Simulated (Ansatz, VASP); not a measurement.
## Two plane-wave programs on HfB2

```
CELL_PARAMETERS angstrom
3.12798 0.00000 0.00000
-1.56399 2.70891 0.00000
0.00000 0.00000 3.44599
ATOMIC_POSITIONS crystal
Hf 0.00000 0.00000 0.00000
B 0.33333 0.66667 0.50000
B 0.66667 0.33333 0.50000
```

Alike in both runs: functional PBEsol; k mesh 15 × 15 × 12; occupations fermi-dirac, width 0.15 eV; no spin polarisation.

Ansatz relaxed the structure, and its values are those at the end. VASP's run is a single point on that final structure, the one shown.

```csv
,VASP,Ansatz
version,VASP 6.6.1,Ansatz 0.2.0
potentials or method,"VASP PAW PBE potentials, release 64 (Hf_pv, B)","scalar-relativistic, plane waves, PAW"
plane-wave cutoff (eV),520,420
valence electrons in the cell,16,32
```

```tsv
	VASP	Ansatz	Ansatz less VASP
gap on the k mesh at the Fermi level (eV)	none	none	-
pressure (GPa)	0.0	0.0	+0.04
```

A gap of «none» marks a metal or a gap that the smearing closes. With one functional, cell and mesh, what is left measures potentials, basis and numerics. The two sets of potentials don't hold the same shells in valence.

Caveats: the PAW data sets were made with another functional, which shifts forces and pressure a little (VASP). The runs have no spin-orbit coupling, so splittings on Hf are missing.
